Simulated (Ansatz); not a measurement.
# Pt in Ansatz: the effect of functional

The system is Pt.

```
Pt
1.0
    -1.60507    1.60507    1.60507
     1.60507   -1.60507    1.60507
     1.60507    1.60507   -1.60507
Pt
1
Direct
  0.00000 0.00000 0.00000
```

This isn't the form of Pt at room conditions, which is fcc.

The cell isn't the ideal one: volume scaled by 1.04.

Alike in all runs:

```yaml
Program: Ansatz 0.2.0
Task: single point
Potentials_or_basis: Ansatz PAW
k_mesh: 12 × 12 × 12
Occupations: fermi-dirac, width 0.05 eV
Spin: no spin polarisation
```

```csv
functional,cutoff,pressure (GPa)
LDA,420 eV (not typed: the program's choice for these potentials),?
PBEsol,420 eV (not typed: the program's choice for these potentials),-18.8
r2SCAN,500 eV (not typed: the program's choice for these potentials),-14.7
```

What does the run with functional LDA give?

Pressure -23.4 GPa.

Caveats: the PAW data sets come from PBE, with cores solved anew for the run's functional, which leaves a small shift of forces and pressure.
